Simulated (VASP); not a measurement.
# BN (P6_3mc) in VASP: further runs, part 2 of 2

VASP 6.6.1.

## 4. Single point, r2SCAN

Contents of INCAR:

```
  ADDGRID = F
  ALGO = Normal
  EDIFF = 1E-6
  ENCUT = 400
  ISIF = 2
  ISMEAR = 0
  LASPH = F
  LCHARG = F
  LMIXTAU = T
  LREAL = F
  LWAVE = F
  METAGGA = R2SCAN
  NBANDS = 16
  NELM = 100
  PREC = Accurate
  SIGMA = 0.05
```

Contents of KPOINTS:

```
k-points
0
Gamma
  7 7 4
```

Contents of POSCAR:

```
BN
1.0
    2.5539396017      0.0000000000      0.0000000000
   -1.2769698009      2.2117765748      0.0000000000
    0.0000000000      0.0000000000      4.2268550000
N B
2 2
Direct
    0.3333333333      0.6666666667      0.1252760000
    0.6666666667      0.3333333333      0.6252760000
    0.3333333333      0.6666666667      0.4997240000
    0.6666666667      0.3333333333      0.9997240000
```

Launch:

```sh
cat potpaw_PBE.64/N_s/POTCAR potpaw_PBE.64/B_s/POTCAR > POTCAR
mpirun -np 1 vasp_std > vasp.out
```

It took 33 s on 1 thread of Intel Xeon Platinum 8488C (Sapphire Rapids), shared host; peak memory 0.12 GiB.

The run converged, but some of its settings lie outside the range that counts as converged, so its numbers aren't taken as properties of the crystal.

Results:

```
Free energy            : -38.1153 eV
Pressure               : -4.0 GPa
Largest force          : 0.021 eV/Å
Band gap on the k mesh : 6.12 eV, indirect (least direct gap 8.90 eV)
```

Caveat: the PAW data sets were made with another functional, which shifts forces and pressure a little; an odd mesh through Γ misses points on the zone boundary, where band edges often lie.

## 5. Single point, r2SCAN

Contents of INCAR:

```
  ADDGRID = F
  ALGO = Normal
  EDIFF = 1E-4
  ENCUT = 400
  ISIF = 2
  ISMEAR = 0
  LASPH = T
  LCHARG = F
  LMIXTAU = T
  LREAL = Auto
  LWAVE = F
  METAGGA = R2SCAN
  NBANDS = 16
  NELM = 100
  PREC = Normal
  SIGMA = 0.05
```

KPOINTS is that of step 4.

POSCAR is that of step 4.

Potentials or basis: VASP PAW PBE potentials, release 64 (N_s, B_s).

Launch:

```sh
cat potpaw_PBE.64/N_s/POTCAR potpaw_PBE.64/B_s/POTCAR > POTCAR
mpirun -np 1 vasp_std > vasp.out
```

OUTCAR:

```text
EDIFF = 1E-4
   ENCUT = 400
   ISIF = 2
   ISMEAR = 0
   LASPH = T
   LREAL = Auto
   METAGGA = R2SCAN
   NELM = 100
   PREC = Normal

 Found     24 irreducible k-points:

 Following reciprocal coordinates:
            Coordinates               Weight
  0.000000  0.000000  0.000000      1.000000
  0.142857  0.000000  0.000000      6.000000
  0.285714  0.000000  0.000000      6.000000
  0.428571  0.000000  0.000000      6.000000
  0.142857  0.142857  0.000000      6.000000
  0.285714  0.142857  0.000000     12.000000
   k-points           NKPTS =     24   k-points in BZ     NKDIM =     24   number of bands    NBANDS=     16
   number of dos      NEDOS =    301   number of ions     NIONS =      4
   total plane-waves  NPLWV =   3456
   dimension x,y,z NGX =    12 NGY =   12 NGZ =   24
   dimension x,y,z NGXF=    24 NGYF=   24 NGZF=   48
   ions per type =               2   2
   NGX,Y,Z   is equivalent  to a cutoff of   7.81,  7.81,  9.44 a.u.
   NGXF,Y,Z  is equivalent  to a cutoff of  15.62, 15.62, 18.88 a.u.
 SYSTEM =  unknown system
   PREC   = normal    normal or accurate (medium, high low for compatibility)
   ISTART =      0    job   : 0-new  1-cont  2-samecut
[... 52 lines left out ...]
  free energy    TOTEN  =       -38.11583842 eV

  energy without entropy =      -38.11583842  energy(sigma->0) =      -38.11583842

 E-fermi :   9.4108     XC(G=0): -13.5748

 val. band max:        9.1282061394   @ k =   0.0000   0.0000   0.0000
 cond. band min:      15.2507709160   @ k =   0.2857   0.2857   0.0000
 fundamental gap:      6.1225647765
 Fermi energy:         9.4107589533

 k-point     1 :       0.0000    0.0000    0.0000
  band No.  band energies     occupation
      1     -12.2585      2.00000
      2      -8.0661      2.00000
      3      -2.1326      2.00000
      4       6.9350      2.00000
      5       6.9350      2.00000
      6       8.8485      2.00000
[... 91 lines left out ...]
      3       0.4657      2.00000
      4       0.7815      2.00000
      5       2.2548      2.00000
      6       3.7515      2.00000
[... 8 lines left out ...]
     15      25.3689      0.00000
     16      26.3552      0.00000

 [... further k-points ...]
[... 5 lines left out ...]
  --------------------------------------------------------------------------------------
  -------------------------------------------------------------------------------------
  Total       -0.5414693     -0.5414693     -0.6539239      0.0000000      0.0000000      0.0000000
  in kB      -36.3341633    -36.3341633    -43.8801955      0.0000000      0.0000000      0.0000000
  external PRESSURE =     -38.8495074 kB  Pullay stress =       0.0000000 kB

 VOLUME and BASIS-vectors are now :
 -----------------------------------------------------------------------------
  energy-cutoff  :      400.00
  volume of cell :       23.88
      direct lattice vectors                 reciprocal lattice vectors
     2.553939602  0.000000000  0.000000000     0.391551938  0.226062617  0.000000000
    -1.276969801  2.211776575  0.000000000     0.000000000  0.452125233  0.000000000
     0.000000000  0.000000000  4.226855000     0.000000000  0.000000000  0.236582518

 POSITION                                       TOTAL-FORCE (eV/Angst)
 -----------------------------------------------------------------------------------
     -0.00000      1.47452      0.52952         0.000000     -0.000000     -0.016548
      1.27697      0.73726      2.64295        -0.000000      0.000000     -0.016548
     -0.00000      1.47452      2.11226        -0.000000      0.000000      0.016548
      1.27697      0.73726      4.22569         0.000000     -0.000000      0.016548
 -----------------------------------------------------------------------------------
    total drift:                               -0.000018     -0.000031     -0.000255

  FREE ENERGIE OF THE ION-ELECTRON SYSTEM (eV)
  ---------------------------------------------------
  free  energy   TOTEN  =       -38.1158384196 eV

  energy  without entropy=      -38.1158384196  energy(sigma->0) =      -38.11583842
```

stdout:

```text
POSCAR found type information on POSCAR N B
 POSCAR found :  2 types and       4 ions
 scaLAPACK will be used
 -----------------------------------------------------------------------------
|                                                                             |
|                                                                             |
|     You have a (more or less) 'small supercell' and for smaller cells       |
|     it is recommended to use the reciprocal-space projection scheme!        |
|     The real-space optimization is not efficient for small cells and it     |
|     is also less accurate ...                                               |
|     Therefore, set LREAL=.FALSE. in the INCAR file.                         |
|                                                                             |
 -----------------------------------------------------------------------------

 -----------------------------------------------------------------------------
|                                                                             |
|                                                                             |
|     You enforced a specific xc type in the INCAR file but a different       |
|     I HOPE YOU KNOW WHAT YOU ARE DOING!                                     |
|                                                                             |
 -----------------------------------------------------------------------------

 LDA part: xc-table for (None), standard interpolation
 POSCAR, INCAR and KPOINTS ok, starting setup
 FFT: planning ... GRIDC
 FFT: planning ... GRID_SOFT
 FFT: planning ... GRID
 WAVECAR not read
 entering main loop
```

It took 17 s on 1 thread of Intel Xeon Platinum 8488C (Sapphire Rapids), shared host; peak memory 0.1 GiB.

The run converged, but some of its settings lie outside the range that counts as converged, so its numbers aren't taken as properties of the crystal.

What came out:

| Property | Result |
| --- | --- |
| Free energy | -38.1158 eV |
| Pressure | -3.9 GPa |
| Largest force | 0.017 eV/Å |
| Band gap on the k mesh | 6.12 eV, indirect (least direct gap 8.91 eV) |

Caveat: the PAW data sets were made with another functional, which shifts forces and pressure a little; an odd mesh through Γ misses points on the zone boundary, where band edges often lie.

## 6. Single point, r2SCAN

Contents of INCAR:

```
  ADDGRID = F
  ALGO = Normal
  EDIFF = 1E-6
  ENCUT = 600
  ISIF = 2
  ISMEAR = 0
  LASPH = T
  LCHARG = F
  LMIXTAU = T
  LREAL = F
  LWAVE = F
  METAGGA = R2SCAN
  NBANDS = 16
  NELM = 100
  PREC = Accurate
  SIGMA = 0.05
```

Contents of KPOINTS:

```
k-points
0
Gamma
  6 6 3
```

POSCAR is that of step 5.

Potentials or basis: VASP PAW PBE potentials, release 64 (N_s, B_s).

Launch:

```sh
cat potpaw_PBE.64/N_s/POTCAR potpaw_PBE.64/B_s/POTCAR > POTCAR
mpirun -np 1 vasp_std > vasp.out
```

Wall time 38 s (1 thread of Intel Xeon Platinum 8488C (Sapphire Rapids), shared host); peak memory 0.14 GiB.

The run converged, but some of its settings lie outside the range that counts as converged, so its numbers aren't taken as properties of the crystal.

What came out:

| Property | Result |
| --- | --- |
| Free energy | -38.1504 eV |
| Pressure | -3.4 GPa |
| Largest force | 0.024 eV/Å |
| Band gap on the k mesh | 5.73 eV, indirect (least direct gap 8.93 eV) |

Caveat: the k mesh is coarse (spacing up to 0.50 Å⁻¹), so the values aren't converged; the PAW data sets were made with another functional, which shifts forces and pressure a little; an odd mesh through Γ misses points on the zone boundary, where band edges often lie.

## 7. The reference run

An earlier run on the cell as given: functional PBEsol; potentials or basis VASP PAW PBE potentials, release 64 (N, B); cutoff 520 eV; k mesh 12 × 12 × 6; occupations fermi-dirac, width 0.05 eV; no spin polarisation.

- Pressure: -5.4 GPa
- Largest force: 0.010 eV/Å
- Band gap on the k mesh: 4.97 eV, indirect (least direct gap 8.15 eV)
